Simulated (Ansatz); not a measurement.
# CuI: stress in a strained cell

CuI is deformed so: zz strain of +2 %. What stress and forces result, by LAPW, PAW and all-electron datasets made for the crystal?

Program: Ansatz 0.2.0. Level of theory: DFT PBE, scalar-relativistic. These are calculated values, not measurements.

## 1. The starting structure

The structure is orthorhombic, space group Cmcm (No. 63). Conventional cell: a = 7.466 Å, b = 7.422 Å, c = 4.307 Å, α = 90.00°, β = 90.00°, γ = 90.00°. Around Cu (site symmetry m2m) lie 2 Cu at 2.46 Å and 3 I at 2.58 to 2.59 Å. I (site symmetry m2m) has 3 Cu at 2.58 to 2.59 Å as nearest neighbours.

Structure file:

```
Cu I
1.0
     3.73317   -3.71109    0.00000
     3.73317    3.71109    0.00000
     0.00000    0.00000    4.30700
Cu I
2 2
Direct
  0.42044 0.57956 0.75000
  0.57956 0.42044 0.25000
  0.77004 0.22996 0.75000
  0.22996 0.77004 0.25000
```

Atoms are numbered in the order of the input: Cu1, Cu2, I3, I4.

## 2. After the deformation

Space group Cmcm before, Cmcm after.

## 3. All-electron LAPW

input.yaml

```yaml
crystal:
  lattice:
    - [3.73316759, -3.71108637, 0.0]
    - [3.73316759, 3.71108637, 0.0]
    - [0.0, 0.0, 4.3931376234]
  atoms:
    - { symbol: Cu, position: [0.42043883, 0.57956117, 0.75] }
    - { symbol: Cu, position: [0.57956117, 0.42043883, 0.25] }
    - { symbol: I, position: [0.77004268, 0.22995732, 0.75] }
    - { symbol: I, position: [0.22995732, 0.77004268, 0.25] }
kpoints:
  mp_grid: { grid: [5, 5, 6] }
  band_path:
    path:
      - [0.0, 0.0, 0.0]
      - [0.5, 0.5, 0.0]
      - [0.4970513089, 0.5029486911, 0.0]
      - [-0.4970513089, 0.4970513089, 0.0]
      - [0.0, 0.0, 0.0]
      - [0.0, 0.0, 0.5]
      - [-0.4970513089, 0.4970513089, 0.5]
      - [0.4970513089, 0.5029486911, 0.5]
      - [0.5, 0.5, 0.5]
    npoints: 5
scf:
  occupations: { method: fermi_dirac, width: 0.02 }
hamiltonian:
  xc: pbe
  pseudopotentials: { kind: all_electron, lapw: { basis_error: 0.0005 } }
output:
  forces: true
  stress: true
  eigenvalues: true
```

On the command line:

```sh
ansatz run input.yaml --threads 1 --pin off --max-ram 4096MiB --backend cpu --events-out ev --progress --plain --runs-dir out
```

## 4. Frozen-core PAW

input.yaml

```yaml
crystal:
  lattice:
    - [3.73316759, -3.71108637, 0.0]
    - [3.73316759, 3.71108637, 0.0]
    - [0.0, 0.0, 4.3931376234]
  atoms:
    - { symbol: Cu, position: [0.42043883, 0.57956117, 0.75] }
    - { symbol: Cu, position: [0.57956117, 0.42043883, 0.25] }
    - { symbol: I, position: [0.77004268, 0.22995732, 0.75] }
    - { symbol: I, position: [0.22995732, 0.77004268, 0.25] }
kpoints:
  mp_grid: { grid: [5, 5, 6] }
scf:
  occupations: { method: fermi_dirac, width: 0.02 }
hamiltonian:
  xc: pbe
  pseudopotentials: { kind: paw }
output:
  forces: true
  stress: true
  eigenvalues: true
  efg: { contact_densities: true }
```

## 5. Datasets made for this crystal

input.yaml, as its differences from that of step 4:

```diff
@@ -16,3 +16,3 @@
   xc: pbe
-  pseudopotentials: { kind: paw }
+  pseudopotentials: { kind: all_electron, datasets: crystal }
 output:
```

(Steps that only read results are left out.)

Q: Predict the outcome of this session. Wanted: pressure; largest shear or deviatoric stress.

As calculated:

| quantity | value |
| --- | --- |
| pressure | LAPW 0.20, PAW 0.20, crystal datasets 0.20 GPa |
| largest shear or deviatoric stress (LAPW) | 0.90 GPa |

The largest part of the stress beyond the pressure is 0.90 GPa in size, in the zz component; the atoms are carried along and not relaxed. No run of the undeformed cell stands beside it, so the pressure holds what the given cell had before the change. PAW: stress within 0.01 GPa of LAPW, forces within 2 meV/Å. Crystal datasets: stress within 0.01 GPa of LAPW, forces within 1 meV/Å. Spin-orbit coupling is left out, though the cell holds I; in elements this heavy it can shift bands and gaps by tenths of an eV.

These are semilocal Kohn-Sham gaps, which aren't the measured quantity. Such gaps usually fall short of the measured ones; spin-orbit coupling, left out here, narrows gaps with I, so the two errors partly cancel.
